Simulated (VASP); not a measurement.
# ZnS (Fm-3m) in VASP: settings compared

Aim: see how the results for ZnS move with the level of theory and the settings. Levels: PBE, PBE0. Tasks: single point, relaxation of cell and atoms.

Everything below comes from runs of VASP 6.6.1. Logs are shortened: lines on timing, memory, paths and dates and some standing lists are left out, and cuts for length are marked.

## 1. The structure

The structure is cubic, space group Fm-3m (No. 225). Conventional cell: a = 5.104 Å, b = 5.104 Å, c = 5.104 Å, α = 90.00°, β = 90.00°, γ = 90.00°. Around Zn (site symmetry m-3m) lie 6 S at 2.55 Å. Around S (site symmetry m-3m) lie 6 Zn at 2.55 Å.

The cell was built by a generator and needn't be a form met in nature.

## 2. Single point, PBE

INCAR reads:

```
  PREC = Accurate
  ENCUT = 520
  EDIFF = 1E-6
  ISMEAR = -1
  SIGMA = 0.02
  LREAL = False
  LASPH = True
  NELM = 100
  ALGO = Fast
  ISIF = 2
  LWAVE = False
  LCHARG = False
  GGA = PE
  NBANDS = 16
```

KPOINTS reads:

```
Automatic mesh
0
Gamma
  8 8 8
```

POSCAR reads:

```
ZnS
1.0
    0.0000000000      2.5518826682      2.5518826682
    2.5518826682      0.0000000000      2.5518826682
    2.5518826682      2.5518826682      0.0000000000
Zn S
1 1
Direct
    0.0000000000      0.0000000000      0.0000000000
    0.5000000000      0.5000000000      0.5000000000
```

Potentials or basis: VASP PAW PBE potentials, release 64 (Zn, S).

Run with:

```console
> cat potpaw_PBE.64/Zn/POTCAR potpaw_PBE.64/S/POTCAR > POTCAR
> mpirun -np 1 vasp_std > vasp.out
```

OUTCAR:

```text
PREC = Accurate
   ENCUT = 520
   EDIFF = 1E-6
   ISMEAR = -1
   LREAL = False
   LASPH = True
   NELM = 100
   ISIF = 2
   GGA = PE

 ion  position               nearest neighbor table
   1  0.000  0.000  0.000-   2 2.55   2 2.55   2 2.55   2 2.55   2 2.55   2 2.55
   2  0.500  0.500  0.500-   1 2.55   1 2.55   1 2.55   1 2.55   1 2.55   1 2.55

  LATTYP: Found a face centered cubic cell.
 ALAT       =     5.1037653364

  Lattice vectors:

 A1 = (   0.0000000000,   2.5518826682,   2.5518826682)
 A2 = (   2.5518826682,   0.0000000000,   2.5518826682)
 A3 = (   2.5518826682,   2.5518826682,   0.0000000000)

Analysis of symmetry for initial positions (statically):
=====================================================================
 Subroutine PRICEL returns:
 Original cell was already a primitive cell.

 Routine SETGRP: Setting up the symmetry group for a
 face centered cubic supercell.

 Subroutine GETGRP returns: Found 48 space group operations
 (whereof 48 operations were pure point group operations)
 out of a pool of 48 trial point group operations.

The static configuration has the point symmetry O_h .

Analysis of symmetry for dynamics (positions and initial velocities):
=====================================================================
 Subroutine PRICEL returns:
 Original cell was already a primitive cell.

 Routine SETGRP: Setting up the symmetry group for a
 face centered cubic supercell.

 Subroutine GETGRP returns: Found 48 space group operations
 (whereof 48 operations were pure point group operations)
 out of a pool of 48 trial point group operations.

The dynamic configuration has the point symmetry O_h .

 Subroutine INISYM returns: Found 48 space group operations
 (whereof 48 operations are pure point group operations),
 and found     1 'primitive' translations

----------------------------------------------------------------------------------------

                                     Primitive cell

  volume of cell :      33.2363

  direct lattice vectors                    reciprocal lattice vectors
     0.000000000  2.551882668  2.551882668    -0.195933773  0.195933773  0.195933773
     2.551882668  0.000000000  2.551882668     0.195933773 -0.195933773  0.195933773
     2.551882668  2.551882668  0.000000000     0.195933773  0.195933773 -0.195933773

[... 81 lines left out ...]
   ENCUT  =  520.0 eV  38.22 Ry    6.18 a.u.   6.71  6.71  6.71*2*pi/ulx,y,z
   NELM   =    100;   NELMIN=  2; NELMDL= -5     # of ELM steps
   EDIFF  = 0.1E-05   stopping-criterion for ELM
   LREAL  =      F    real-space projection
   EDIFFG = 0.1E-04   stopping-criterion for IOM
   NSW    =      0    number of steps for IOM
   IBRION =     -1    ionic relax: 0-MD 1-quasi-New 2-CG
   NFREE  =      0    steps in history (QN), initial steepest desc. (CG)
   ISIF   =      2    stress and relaxation
   ISYM   =      2    0-nonsym 1-usesym 2-fastsym
   POTIM  = 0.5000    time-step for ionic-motion
   TEBEG  =    0.0;   TEEND  =   0.0 temperature during run
   PSTRESS=    0.0 pullay stress
   NELECT =      18.0000    total number of electrons
   NUPDOWN=      -1.0000    fix difference up-down
   EMIN   =  10.00;   EMAX   =-10.00  energy-range for DOS
   EFERMI =   0.00;   METHOD = LEGACY
   ISMEAR =    -1;   SIGMA  =   0.02  broadening in eV -4-tet -1-fermi 0-gaus
   EFERMI_NEDOS =   21; number of points for ismear=-14 and -15
   IALGO  =     68    algorithm
   IMIX   =      4    mixing-type and parameters
     AMIX     =   0.40;   BMIX     =  1.00
     AMIX_MAG =   1.60;   BMIX_MAG =  1.00
  volume/ion in A,a.u.               =      16.62       112.14
  Fermi-wavevector in a.u.,A,eV,Ry     =   1.334427  2.521702 24.227848  1.780697
  Thomas-Fermi vector in A             =   2.463210
   LORBIT       =      0    0 simple, 1 ext, 2 COOP (PROOUT), +10 PAW based schemes
   GGA     = PE    functional components
   LHFCALC =     F    Hartree Fock is set to
   AEXX    =    0.0000 exact exchange contribution
   IVDW    =     0    specifies the selected vdW correction
   LEPSILON=     F    determine dielectric tensor
   LRPA    =     F    only Hartree local field effects (RPA)
 non-spin polarized calculation
 RMM-DIIS sequential band-by-band and
  energy-cutoff  :      520.00
  volume of cell :       33.24
 maximum number of plane-waves:       934
   NGX = 13   NGY = 13   NGZ = 13

 number of electron      18.0000002 magnetization

 Free energy of the ion-electron system (eV)
  ---------------------------------------------------
  ext. energy  EPLUGINS =         0.00000000
  ---------------------------------------------------
  free energy    TOTEN  =        -6.21592492 eV

  energy without entropy =       -6.21521175  energy(sigma->0) =       -6.21556834

 E-fermi :   3.8342     XC(G=0): -10.7861

 val. band max:        3.7951232469   @ k =  -0.2500   0.1250   0.0000
 cond. band min:       4.3402744355   @ k =   0.3750   0.3750   0.0000
 fundamental gap:      0.5451511886
 Fermi energy:         3.8341529384

 k-point     1 :       0.0000    0.0000    0.0000
  band No.  band energies     occupation
      1      -9.9606      2.00000
      2      -2.4619      2.00000
      3      -2.4619      2.00000
      4      -2.4476      2.00000
      5      -2.4476      2.00000
      6      -2.4476      2.00000
[... 433 lines left out ...]
      3      -2.6873      2.00000
      4      -2.6362      2.00000
      5      -2.2805      2.00000
      6      -2.2537      2.00000
[... 8 lines left out ...]
     15      16.5385      0.00000
     16      19.5203      0.00000

 [... further k-points ...]

------------------------ aborting loop because EDIFF is reached ----------------------------------------

  FORCE on cell =-STRESS in cart. coord.  units (eV):
  Direction    XX          YY          ZZ          XY          YZ          ZX
  --------------------------------------------------------------------------------------
  -------------------------------------------------------------------------------------
  Total        0.0657409      0.0657409      0.0657409      0.0000000      0.0000000     -0.0000000
  in kB        3.1690870      3.1690870      3.1690870      0.0000000      0.0000000     -0.0000000
  external PRESSURE =       3.1690870 kB  Pullay stress =       0.0000000 kB

 VOLUME and BASIS-vectors are now :
 -----------------------------------------------------------------------------
  energy-cutoff  :      520.00
  volume of cell :       33.24
      direct lattice vectors                 reciprocal lattice vectors
     0.000000000  2.551882668  2.551882668    -0.195933773  0.195933773  0.195933773
     2.551882668  0.000000000  2.551882668     0.195933773 -0.195933773  0.195933773
     2.551882668  2.551882668  0.000000000     0.195933773  0.195933773 -0.195933773

 POSITION                                       TOTAL-FORCE (eV/Angst)
 -----------------------------------------------------------------------------------
      0.00000      0.00000      0.00000         0.000000     -0.000000     -0.000000
      2.55188      2.55188      2.55188        -0.000000      0.000000      0.000000
 -----------------------------------------------------------------------------------
    total drift:                               -0.000000      0.000000      0.000000

  FREE ENERGIE OF THE ION-ELECTRON SYSTEM (eV)
  ---------------------------------------------------
  free  energy   TOTEN  =        -6.2159249233 eV

  energy  without entropy=       -6.2152117527  energy(sigma->0) =       -6.21556834
```

It took 18 s on 1 thread of Intel Xeon Platinum 8259CL at 2.50GHz (Skylake/Cascade Lake), shared host; peak memory 0.15 GiB.

What came out:

- Free energy: -6.2159 eV
- Pressure: 0.3 GPa
- Band gap on the k mesh: none (metal or under the smearing width)

## 3. Relaxation of cell and atoms, PBE

This run uses another cell than the first one, of 12.80 Å³/atom, 0.770 times its volume.

INCAR reads:

```
ALGO = Normal
EDIFF = 1E-7
EDIFFG = -0.005
ENCUT = 600
GGA = PE
IBRION = 2
ISIF = 3
ISMEAR = -1
LASPH = True
LCHARG = False
LREAL = False
LWAVE = False
NELM = 100
NSW = 80
PREC = Accurate
SIGMA = 0.02
```

KPOINTS reads:

```
k-points
0
Gamma
  8 8 8
```

POSCAR reads:

```
ZnS
1.0
    0.0000000000      2.3393410000      2.3393410000
    2.3393410000      0.0000000000      2.3393410000
    2.3393410000      2.3393410000      0.0000000000
Zn S
1 1
Direct
    0.0000000000      0.0000000000      0.0000000000
    0.5000000000      0.5000000000      0.5000000000
```

Potentials or basis: VASP PAW PBE potentials, release 64 (Zn, S).

Run with:

```console
> cat potpaw_PBE.64/Zn/POTCAR potpaw_PBE.64/S/POTCAR > POTCAR
> mpirun -np 1 vasp_std > vasp.out
```

OUTCAR:

```text
EDIFF = 1E-7
   EDIFFG = -0.005
   ENCUT = 600
   GGA = PE
   IBRION = 2
   ISIF = 3
   ISMEAR = -1
   LASPH = True
   LREAL = False
   NELM = 100
   NSW = 80
   PREC = Accurate

 ion  position               nearest neighbor table
   1  0.000  0.000  0.000-   2 2.34   2 2.34   2 2.34   2 2.34   2 2.34   2 2.34
   2  0.500  0.500  0.500-   1 2.34   1 2.34   1 2.34   1 2.34   1 2.34   1 2.34

  LATTYP: Found a face centered cubic cell.
 ALAT       =     4.6786820000

  Lattice vectors:

 A1 = (   0.0000000000,   2.3393410000,   2.3393410000)
 A2 = (   2.3393410000,   0.0000000000,   2.3393410000)
 A3 = (   2.3393410000,   2.3393410000,   0.0000000000)

Analysis of symmetry for initial positions (statically):
=====================================================================
 Subroutine PRICEL returns:
 Original cell was already a primitive cell.

 Routine SETGRP: Setting up the symmetry group for a
 face centered cubic supercell.

 Subroutine GETGRP returns: Found 48 space group operations
 (whereof 48 operations were pure point group operations)
 out of a pool of 48 trial point group operations.

The static configuration has the point symmetry O_h .

Analysis of symmetry for dynamics (positions and initial velocities):
=====================================================================
 Subroutine PRICEL returns:
 Original cell was already a primitive cell.

 Routine SETGRP: Setting up the symmetry group for a
 face centered cubic supercell.

 Subroutine GETGRP returns: Found 48 space group operations
 (whereof 48 operations were pure point group operations)
 out of a pool of 48 trial point group operations.

The dynamic configuration has the point symmetry O_h .

 Subroutine INISYM returns: Found 48 space group operations
 (whereof 48 operations are pure point group operations),
 and found     1 'primitive' translations

[... 86 lines left out ...]
   ISTART =      0    job   : 0-new  1-cont  2-samecut
   ICHARG =      2    charge: 1-file 2-atom 10-const
   ISPIN  =      1    spin polarized calculation?
   LNONCOLLINEAR =      F non collinear calculations
   LSORBIT =      F    spin-orbit coupling
   LASPH  =      T    aspherical Exc in radial PAW
   ENCUT  =  600.0 eV  44.10 Ry    6.64 a.u.   6.61  6.61  6.61*2*pi/ulx,y,z
   NELM   =    100;   NELMIN=  2; NELMDL= -5     # of ELM steps
   EDIFF  = 0.1E-06   stopping-criterion for ELM
   LREAL  =      F    real-space projection
   EDIFFG = -.5E-02   stopping-criterion for IOM
   NSW    =     80    number of steps for IOM
   IBRION =      2    ionic relax: 0-MD 1-quasi-New 2-CG
   NFREE  =      1    steps in history (QN), initial steepest desc. (CG)
   ISIF   =      3    stress and relaxation
   ISYM   =      2    0-nonsym 1-usesym 2-fastsym
   POTIM  = 0.5000    time-step for ionic-motion
   TEBEG  =    0.0;   TEEND  =   0.0 temperature during run
   PSTRESS=    0.0 pullay stress
   NELECT =      18.0000    total number of electrons
   NUPDOWN=      -1.0000    fix difference up-down
   EMIN   =  10.00;   EMAX   =-10.00  energy-range for DOS
   EFERMI =   0.00;   METHOD = LEGACY
   ISMEAR =    -1;   SIGMA  =   0.02  broadening in eV -4-tet -1-fermi 0-gaus
   EFERMI_NEDOS =   21; number of points for ismear=-14 and -15
   IALGO  =     38    algorithm
   IMIX   =      4    mixing-type and parameters
     AMIX     =   0.40;   BMIX     =  1.00
     AMIX_MAG =   1.60;   BMIX_MAG =  1.00
  volume/ion in A,a.u.               =      12.80        86.39
  Fermi-wavevector in a.u.,A,eV,Ry     =   1.455667  2.750812 28.830301  2.118967
  Thomas-Fermi vector in A             =   2.572675
   LORBIT       =      0    0 simple, 1 ext, 2 COOP (PROOUT), +10 PAW based schemes
   GGA     = PE    functional components
   LHFCALC =     F    Hartree Fock is set to
   AEXX    =    0.0000 exact exchange contribution
   IVDW    =     0    specifies the selected vdW correction
   LEPSILON=     F    determine dielectric tensor
   LRPA    =     F    only Hartree local field effects (RPA)
 conjugate gradient relaxation of ions
 non-spin polarized calculation
  energy-cutoff  :      600.00
  volume of cell :       25.60
 maximum number of plane-waves:       877
 NGX is ok and might be reduce to    28
   NGX = 13   NGY = 13   NGZ = 13

--------------------------------------- Ionic step        1  -------------------------------------------

 number of electron      17.9999988 magnetization

 Free energy of the ion-electron system (eV)
  ---------------------------------------------------
  ext. energy  EPLUGINS =         0.00000000
  ---------------------------------------------------
  free energy    TOTEN  =        -5.44214189 eV

  energy without entropy =       -5.44142720  energy(sigma->0) =       -5.44178455

 E-fermi :   7.0303     XC(G=0): -12.1231

 val. band max:        6.9911909278   @ k =  -0.2500   0.1250   0.0000
 cond. band min:       7.3641829944   @ k =   0.3750   0.3750   0.0000
 fundamental gap:      0.3729920666
 Fermi energy:         7.0302707793
[... 956 lines left out ...]
--------------------------------------- Ionic step        6  -------------------------------------------

 number of electron      18.0000001 magnetization

 Free energy of the ion-electron system (eV)
  ---------------------------------------------------
  ext. energy  EPLUGINS =         0.00000000
  ---------------------------------------------------
  free energy    TOTEN  =        -6.21393885 eV

  energy without entropy =       -6.21322566  energy(sigma->0) =       -6.21358225

 E-fermi :   3.8181     XC(G=0): -10.7786

 val. band max:        3.7791102356   @ k =  -0.2500   0.1250   0.0000
 cond. band min:       4.3247599911   @ k =   0.3750   0.3750   0.0000
 fundamental gap:      0.5456497555
 Fermi energy:         3.8181401497
[... 413 lines left out ...]
  FREE ENERGIE OF THE ION-ELECTRON SYSTEM (eV)
  ---------------------------------------------------
  free  energy   TOTEN  =        -6.2139388482 eV

  energy  without entropy=       -6.2132256560  energy(sigma->0) =       -6.21358225

 reached required accuracy - stopping structural energy minimisation
```

OSZICAR:

```text
N       E                     dE             d eps       ncg     rms          rms(c)
DAV:   1     0.922266515469E+02    0.92227E+02   -0.10411E+04   770   0.212E+03
DAV:   2    -0.313097025479E+00   -0.92540E+02   -0.87172E+02   830   0.317E+02
DAV:   3    -0.586148592616E+01   -0.55484E+01   -0.54085E+01   939   0.756E+01
[... 61 lines left out ...]
DAV:   2    -0.621395797698E+01    0.11157E-03   -0.37417E-04   899   0.579E-01    0.330E-02
DAV:   3    -0.621394321749E+01    0.14759E-04   -0.16387E-05   789   0.351E-02    0.142E-02
DAV:   4    -0.621393986172E+01    0.33558E-05   -0.13447E-06  1052   0.166E-02    0.781E-03
DAV:   5    -0.621393884163E+01    0.10201E-05   -0.35179E-07   799   0.160E-02    0.807E-04
DAV:   6    -0.621393884824E+01   -0.66084E-08   -0.22103E-07   549   0.621E-03
   6 F= -.62139388E+01 E0= -.62135823E+01  d E =-.181845E-03
```

It took 62 s on 1 thread of Intel Xeon Platinum 8259CL at 2.50GHz (Skylake/Cascade Lake), shared host; peak memory 0.16 GiB.

Results:

```yaml
Free_energy: -6.2139 eV
Relaxed_volume: 16.64 Å³/atom
Relaxed_cell: a = 3.611 Å, b = 3.611 Å, c = 3.611 Å, α = 60.00°, β = 60.00°, γ = 60.00°
Space_group_after_relaxing_to_0.05_Å: Fm-3m (No. 225)
Energy_gained_by_relaxing: 385.9 meV/atom
Ionic_steps: 6
Pressure_after_relaxing: 0.0 GPa
Band_gap_on_the_k_mesh: none (metal or under the smearing width)
```

Step by step:
```tsv
step	energy change (eV)	largest force (eV/Å)	pressure (GPa)	volume (Å³)
1	0.0000	0.0000	40.88	25.60
2	-0.5292	0.0000	-10.30	39.71
3	-0.7718	0.0000	0.05	33.27
4	-0.7716	0.0000	-0.39	33.44
5	-0.7718	0.0000	0.08	33.26
6	-0.7718	0.0000	0.01	33.29
```

Final structure:
```
CELL_PARAMETERS angstrom
0.00000 2.55317 2.55317
2.55317 0.00000 2.55317
2.55317 2.55317 0.00000
ATOMIC_POSITIONS crystal
Zn 0.00000 0.00000 0.00000
S 0.50000 0.50000 0.50000
```

Caveat: the volume moved by over 15 % at a fixed basis, so the end points are rough.

## 4. Single point, PBE0

This run uses another cell than the first one, of 16.21 Å³/atom, 0.976 times its volume.

POSCAR reads:

```
ZnS
1.0
    0.0000000000      2.5310224672      2.5310224672
    2.5310224672      0.0000000000      2.5310224672
    2.5310224672      2.5310224672      0.0000000000
Zn S
1 1
Direct
    0.0000000000      0.0000000000      0.0000000000
    0.5000000000      0.5000000000      0.5000000000
```

INCAR.step1 reads:

```
SYSTEM = ZnS
PREC = Accurate
ENCUT = 520
EDIFF = 1E-5
ISMEAR = 0
SIGMA = 0.01
LREAL = .FALSE.
LASPH = .TRUE.
NELM = 100
ALGO = Normal
ISIF = 2
LWAVE = .TRUE.
LCHARG = .FALSE.
NBANDS = 16
GGA = PE
```

INCAR.step2 reads:

```
SYSTEM = ZnS
PREC = Accurate
ENCUT = 520
EDIFF = 1E-6
ISMEAR = 0
SIGMA = 0.01
LREAL = .FALSE.
LASPH = .TRUE.
NELM = 100
ALGO = Normal
ISIF = 2
LWAVE = .FALSE.
LCHARG = .FALSE.
GGA = PE
LHFCALC = .TRUE.
AEXX = 0.25
PRECFOCK = Normal
HFRCUT = -1
NBANDS = 16
ISTART = 1
```

KPOINTS reads:

```
regular mesh
0
G
  6 6 6
  0 0 0
```

Run with:

```console
> cat potpaw_PBE.64/Zn/POTCAR potpaw_PBE.64/S/POTCAR > POTCAR
> cp INCAR.step1 INCAR
> mpirun -np 1 vasp_std > vasp.out
> cp INCAR.step2 INCAR
> mpirun -np 1 vasp_std > vasp.out
```

Wall time 38 min (1 thread of Intel Xeon Platinum 8259CL at 2.50GHz (Skylake/Cascade Lake), shared host); peak memory 0.17 GiB.

The run converged. Its results:

```
Free energy            : -8.2670 eV
Pressure               : 0.8 GPa
Band gap on the k mesh : 1.37 eV, indirect (least direct gap 4.11 eV)
```

Levels at points of the mesh, in eV from the valence-band top:
| k point | band 7 | band 8 | band 9 | band 10 | band 11 | band 12 |
| --- | --- | --- | --- | --- | --- | --- |
| (0.00, 0.00, 0.00) | -0.58 | -0.58 | -0.58 | 3.83 | 10.95 | 10.95 |
| (0.50, 0.00, 0.00) | -6.39 | -0.14 | -0.14 | 5.57 | 7.43 | 7.43 |
| (0.50, 0.50, 0.00) | -5.82 | -2.74 | -2.74 | 1.37 | 7.00 | 14.35 |

Caveat: the PAW data sets were made with another functional, which shifts forces and pressure a little. A k mesh can miss the band edges.

## 5. Overview

| task | level | cell | k mesh | cutoff (eV) | smearing | exchange at q = 0 | grid for exact exchange (PRECFOCK) | gap on the mesh (eV) | pressure (GPa) |
| --- | --- | --- | --- | --- | --- | --- | --- | --- | --- |
| single point | PBE | Fm-3m, 16.62 Å³/atom | 8 × 8 × 8 | 520 | fermi-dirac 0.02 eV | - | - | none | 0.3 |
| relaxation of cell and atoms | PBE | relaxed | 8 × 8 × 8 | 600 | fermi-dirac 0.02 eV | - | - | none | 0.0 |
| single point | PBE0 | Fm-3m, 16.21 Å³/atom | 6 × 6 × 6 | 520 | gaussian 0.01 eV | truncated | Normal | 1.37 | 0.8 |

Alike in all rows: potentials or basis VASP PAW PBE potentials, release 64 (Zn, S); no spin polarisation.

Caveats: the volume moved by over 15 % at a fixed basis, so the end points are rough (some runs); the PAW data sets were made with another functional, which shifts forces and pressure a little (some runs).

Absolute energies hang on the potentials; compare differences alone.
